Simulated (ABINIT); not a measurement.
# Ir (Fm-3m) in ABINIT: a series of runs

The runs below take Ir through equation of state, with r2SCAN, PBE+D3.

Everything below comes from runs of ABINIT 10.8.3 (patched build). Logs are shortened: lines on timing, memory, paths and dates and some standing lists are left out, and cuts for length are marked. The log counts tension as positive stress, the text compression.

### 1 The structure

The structure is cubic, space group Fm-3m (No. 225). The conventional cell has a = 3.831 Å, b = 3.831 Å, c = 3.831 Å, α = 90.00°, β = 90.00°, γ = 90.00°. Around Ir (site symmetry m-3m) lie 12 Ir at 2.71 Å.

### 2 Equation of state, r2SCAN

Input file run.abi:

```
# Datasets: one volume each
ndtset 7
getwfk -1
scalecart1 3*0.9795861087
scalecart2 3*0.9864848297
scalecart3 3*0.9932883884
scalecart4 3*1.0000000000
scalecart5 3*1.0066227096
scalecart6 3*1.0131594038
scalecart7 3*1.0196128224

# Pseudopotentials
pp_dirpath "./"
pseudos "Ir.GGA_PBE-JTH.xml"

# Structure
acell 5.1193956283 5.1193956283 5.1193956283
rprim
     0.0000000000     0.7071067812     0.7071067812
     0.7071067812     0.0000000000     0.7071067812
     0.7071067812     0.7071067812     0.0000000000
ntypat 1
znucl 77
natom 1
typat 1
xred
     0.0000000000     0.0000000000     0.0000000000

# Plane-wave basis
ecut 14.0
pawecutdg 28.0

# k points
kptopt 1
ngkpt 12 12 12
nshiftk 1
shiftk 0.0 0.0 0.0

# Exchange and correlation
ixc -497498
usekden 1
pawxcdev 0

# Bands and occupations
nband 12
occopt 3
tsmear 0.00183747

# SCF cycle
nstep 100
tolvrs 1.0e-7

# Output
iomode 3
prtwf 1
prtden 0
prteig 0
prtebands 0
enunit 1
```

Potentials or basis: JTH PAW PBE v2.0.

On the command line:

```bash
$ abinit run.abi > log 2>&1
```

run.abo:

```text
.Version 10.8.3 of ABINIT
 DATASET    1 : space group Fm -3 m (#225); Bravais cF (face-center cubic)
================================================================================
 Values of the parameters that define the memory need for DATASET  1.
     intxc =       0    ionmov =       0      iscf =      17    lmnmax =      18
     lnmax =       6     mgfft =      18  mpssoang =       3    mqgrid =    3001
     natom =       1  nloc_mem =       2    nspden =       1   nspinor =       1
    nsppol =       1      nsym =      48    n1xccc =       1    ntypat =       1
    occopt =       3   xclevel =       2
       mpw =         233          nfft =        5832          nkpt =          72
 PAW method is used; the additional fine FFT grid is defined by:
   mgfftf=        24    nfftf =     13824
================================================================================
================================================================================
[... 71 lines left out ...]
 DATASET    7 : space group Fm -3 m (#225); Bravais cF (face-center cubic)
================================================================================
 Values of the parameters that define the memory need for DATASET  7.
     intxc =       0    ionmov =       0      iscf =      17    lmnmax =      18
     lnmax =       6     mgfft =      18  mpssoang =       3    mqgrid =    3001
     natom =       1  nloc_mem =       2    nspden =       1   nspinor =       1
    nsppol =       1      nsym =      48    n1xccc =       1    ntypat =       1
    occopt =       3   xclevel =       2
       mpw =         263          nfft =        5832          nkpt =          72
 PAW method is used; the additional fine FFT grid is defined by:
   mgfftf=        27    nfftf =     19683
================================================================================
================================================================================

--------------------------------------------------------------------------------
------------- Echo of variables that govern the present computation ------------
--------------------------------------------------------------------------------
 -outvars: echo values of preprocessed input variables --------
            acell      5.1193956283E+00  5.1193956283E+00  5.1193956283E+00 Bohr
              amu      1.92220000E+02
             ecut      1.40000000E+01 Hartree
           enunit           1
           getwfk          -1
                       outvar_i_n : Printing only first  50 k-points.
              ixc     -497498
           jdtset        1    2    3    4    5    6    7
                       outvar_i_n : Printing only first  50 k-points.
         kptrlatt       12    0    0      0   12    0      0    0   12
          kptrlen1     6.01786661E+01
          kptrlen2     6.06024735E+01
          kptrlen3     6.10204348E+01
          kptrlen4     6.14327475E+01
          kptrlen5     6.18395988E+01
          kptrlen6     6.22411659E+01
          kptrlen7     6.26376171E+01
[... 46 lines left out ...]
           tsmear      1.83747000E-03 Hartree
            typat      1
          usekden           1
           useylm           1
                       outvars : Printing only first  50 k-points.
            znucl       77.00000

================================================================================

 chkinp: Checking input parameters for consistency, jdtset=   1.

 chkinp: Checking input parameters for consistency, jdtset=   2.
[... 36 lines left out ...]
 getcut: wavevector=  0.0000  0.0000  0.0000  ngfft=  24  24  24
         ecut(hartree)=     28.000   => boxcut(ratio)=   2.00912

--- Pseudopotential description ------------------------------------------------
- pspini: atom type   1  psp file is ./Ir.GGA_PBE-JTH.xml
 Pseudopotential format is: paw10
 basis_size (lnmax)=  6 (lmn_size= 18), orbitals=   0   0   1   1   2   2
 Spheres core radius: rc_sph= 2.51065676
 Shapefunction is SIN type: shapef(r)=[sin(pi*r/rshp)/(pi*r/rshp)]**2
 Radius for shape functions =  2.20407242
 Compensation charge density is not taken into account in XC energy/potential

   5.25859805E+02                                ecore*ucvol(ha*bohr**3)
--------------------------------------------------------------------------------

================================================================================

--- !BeginCycle
iteration_state: {dtset: 1, }
solver: {iscf: 17, nstep: 100, nline: 4, wfoptalg: 10, }
tolerances: {tolvrs: 1.00E-07, }
...
[... 1187 lines left out ...]
-Cartesian components of stress tensor (GPa)         [Pressure= -1.5794E+01 GPa]
- sigma(1 1)=  1.57942461E+01  sigma(3 2)=  0.00000000E+00
- sigma(2 2)=  1.57942461E+01  sigma(3 1)=  0.00000000E+00
- sigma(3 3)=  1.57942461E+01  sigma(2 1)=  0.00000000E+00

== END DATASET(S) ==============================================================
================================================================================

 -outvars: echo values of variables after computation  --------
            acell      5.1193956283E+00  5.1193956283E+00  5.1193956283E+00 Bohr
           etotal1    -3.0594314309E+01
           etotal2    -3.0596223983E+01
           etotal3    -3.0597424967E+01
           etotal4    -3.0598035031E+01
           etotal5    -3.0598112143E+01
           etotal6    -3.0597725867E+01
           etotal7    -3.0596937644E+01
            fcart1    -0.0000000000E+00 -0.0000000000E+00 -0.0000000000E+00
            fcart2    -0.0000000000E+00 -0.0000000000E+00 -0.0000000000E+00
            fcart3    -0.0000000000E+00 -0.0000000000E+00 -0.0000000000E+00
            fcart4    -0.0000000000E+00 -0.0000000000E+00 -0.0000000000E+00
            fcart5    -0.0000000000E+00 -0.0000000000E+00 -0.0000000000E+00
            fcart6    -0.0000000000E+00 -0.0000000000E+00 -0.0000000000E+00
            fcart7    -0.0000000000E+00 -0.0000000000E+00 -0.0000000000E+00
            rprim1     0.0000000000E+00  6.9267198023E-01  6.9267198023E-01
                       6.9267198023E-01  0.0000000000E+00  6.9267198023E-01
                       6.9267198023E-01  6.9267198023E-01  0.0000000000E+00
[... 17 lines left out ...]
                       7.2097514092E-01  7.2097514092E-01  0.0000000000E+00
           strten1    -1.1515062690E-03 -1.1515062690E-03 -1.1515062690E-03
                       0.0000000000E+00  0.0000000000E+00  0.0000000000E+00
           strten2    -7.7772193487E-04 -7.7772193487E-04 -7.7772193487E-04
                       0.0000000000E+00  0.0000000000E+00  0.0000000000E+00
           strten3    -4.4435925210E-04 -4.4435925210E-04 -4.4435925210E-04
                       0.0000000000E+00  0.0000000000E+00  0.0000000000E+00
           strten4    -1.4983043722E-04 -1.4983043722E-04 -1.4983043722E-04
                       0.0000000000E+00  0.0000000000E+00  0.0000000000E+00
           strten5     1.1059294330E-04  1.1059294330E-04  1.1059294330E-04
                       0.0000000000E+00  0.0000000000E+00  0.0000000000E+00
           strten6     3.3673818070E-04  3.3673818070E-04  3.3673818070E-04
                       0.0000000000E+00  0.0000000000E+00  0.0000000000E+00
           strten7     5.3683551437E-04  5.3683551437E-04  5.3683551437E-04
                       0.0000000000E+00  0.0000000000E+00  0.0000000000E+00
 Calculation completed.
```

Run time: 1.8 min. Hardware: 1 thread of Arm Neoverse V2, shared host; peak memory 0.13 GiB.

What came out:

- Equilibrium volume: 14.24 Å³/atom
- Bulk modulus: 380 GPa
- Pressure derivative of the bulk modulus: 5.9

Energy against volume, from the lowest point:
| volume (Å³/atom) | energy (meV/atom) |
| --- | --- |
| 13.215 | 103.34 |
| 13.496 | 51.38 |
| 13.778 | 18.70 |
| 14.059 | 2.10 |
| 14.340 | 0.00 |
| 14.621 | 10.51 |
| 14.902 | 31.96 |

Caveat: pressures at fixed basis lie under the slope of the energies; the PAW data sets were made with another functional, which shifts forces and pressure a little; the atomic spheres overlap. The run has no spin-orbit coupling, so splittings on Ir are missing.

### 3 Equation of state, PBE+D3

Edit run.abi of step 2 so:

```diff
@@ -1,2 +1 @@
-# Datasets: one volume each
 ndtset 7
@@ -11,3 +10,2 @@
 
-# Pseudopotentials
 pp_dirpath "./"
@@ -15,3 +13,2 @@
 
-# Structure
 acell 5.1193956283 5.1193956283 5.1193956283
@@ -28,7 +25,5 @@
 
-# Plane-wave basis
-ecut 14.0
-pawecutdg 28.0
+ecut 17.0
+pawecutdg 34.0
 
-# k points
 kptopt 1
@@ -38,8 +33,5 @@
 
-# Exchange and correlation
-ixc -497498
-usekden 1
-pawxcdev 0
+ixc 11
+vdw_xc 6
 
-# Bands and occupations
 nband 12
@@ -48,7 +40,5 @@
 
-# SCF cycle
 nstep 100
-tolvrs 1.0e-7
+tolvrs 1.0e-9
 
-# Output
 iomode 3
@@ -58,2 +48 @@
 prtebands 0
-enunit 1
```

Potentials or basis: JTH PAW PBE v2.0.

On the command line:

```bash
$ abinit run.abi > log 2>&1
```

run.abo:

```text
.Version 10.8.3 of ABINIT
 DATASET    1 : space group Fm -3 m (#225); Bravais cF (face-center cubic)
================================================================================
 Values of the parameters that define the memory need for DATASET  1.
     intxc =       0    ionmov =       0      iscf =      17    lmnmax =      18
     lnmax =       6     mgfft =      20  mpssoang =       3    mqgrid =    3001
     natom =       1  nloc_mem =       2    nspden =       1   nspinor =       1
    nsppol =       1      nsym =      48    n1xccc =       1    ntypat =       1
    occopt =       3   xclevel =       2
       mpw =         310          nfft =        8000          nkpt =          72
 PAW method is used; the additional fine FFT grid is defined by:
   mgfftf=        30    nfftf =     27000
================================================================================
================================================================================
[... 71 lines left out ...]
 DATASET    7 : space group Fm -3 m (#225); Bravais cF (face-center cubic)
================================================================================
 Values of the parameters that define the memory need for DATASET  7.
     intxc =       0    ionmov =       0      iscf =      17    lmnmax =      18
     lnmax =       6     mgfft =      20  mpssoang =       3    mqgrid =    3001
     natom =       1  nloc_mem =       2    nspden =       1   nspinor =       1
    nsppol =       1      nsym =      48    n1xccc =       1    ntypat =       1
    occopt =       3   xclevel =       2
       mpw =         347          nfft =        8000          nkpt =          72
 PAW method is used; the additional fine FFT grid is defined by:
[... 1373 lines left out ...]

 -outvars: echo values of variables after computation  --------
            acell      5.1193956283E+00  5.1193956283E+00  5.1193956283E+00 Bohr
           etotal1    -7.7071881912E+01
           etotal2    -7.7073397837E+01
           etotal3    -7.7074277615E+01
           etotal4    -7.7074598947E+01
           etotal5    -7.7074423296E+01
           etotal6    -7.7073801611E+01
           etotal7    -7.7072791180E+01
            fcart1    -0.0000000000E+00 -0.0000000000E+00 -0.0000000000E+00
            fcart2    -0.0000000000E+00 -0.0000000000E+00 -0.0000000000E+00
            fcart3    -0.0000000000E+00 -0.0000000000E+00 -0.0000000000E+00
            fcart4    -0.0000000000E+00 -0.0000000000E+00 -0.0000000000E+00
            fcart5    -0.0000000000E+00 -0.0000000000E+00 -0.0000000000E+00
            fcart6    -0.0000000000E+00 -0.0000000000E+00 -0.0000000000E+00
            fcart7    -0.0000000000E+00 -0.0000000000E+00 -0.0000000000E+00
            rprim1     0.0000000000E+00  6.9267198023E-01  6.9267198023E-01
                       6.9267198023E-01  0.0000000000E+00  6.9267198023E-01
                       6.9267198023E-01  6.9267198023E-01  0.0000000000E+00
[... 17 lines left out ...]
                       7.2097514092E-01  7.2097514092E-01  0.0000000000E+00
           strten1    -9.7441289655E-04 -9.7441289655E-04 -9.7441289655E-04
                       0.0000000000E+00  0.0000000000E+00  0.0000000000E+00
           strten2    -6.1795554226E-04 -6.1795554226E-04 -6.1795554226E-04
                       0.0000000000E+00  0.0000000000E+00  0.0000000000E+00
           strten3    -3.0480112595E-04 -3.0480112595E-04 -3.0480112595E-04
                       0.0000000000E+00  0.0000000000E+00  0.0000000000E+00
           strten4    -2.7635401217E-05 -2.7635401217E-05 -2.7635401217E-05
                       0.0000000000E+00  0.0000000000E+00  0.0000000000E+00
           strten5     2.1939161665E-04  2.1939161665E-04  2.1939161665E-04
                       0.0000000000E+00  0.0000000000E+00  0.0000000000E+00
           strten6     4.4031146031E-04  4.4031146031E-04  4.4031146031E-04
                       0.0000000000E+00  0.0000000000E+00  0.0000000000E+00
           strten7     6.3136180001E-04  6.3136180001E-04  6.3136180001E-04
                       0.0000000000E+00  0.0000000000E+00  0.0000000000E+00
 Calculation completed.
```

Wall time 39 s (1 thread of Arm Neoverse V2, shared host); peak memory 0.13 GiB.

Results:

* Equilibrium volume: 14.09 Å³/atom
* Bulk modulus: 381 GPa
* Pressure derivative of the bulk modulus: 5.0

Energy against volume, from the lowest point:
| volume (Å³/atom) | energy (meV/atom) |
| --- | --- |
| 13.215 | 73.93 |
| 13.496 | 32.68 |
| 13.778 | 8.74 |
| 14.059 | 0.00 |
| 14.340 | 4.78 |
| 14.621 | 21.70 |
| 14.902 | 49.19 |

Caveat: pressures at fixed basis lie under the slope of the energies; the atomic spheres overlap.
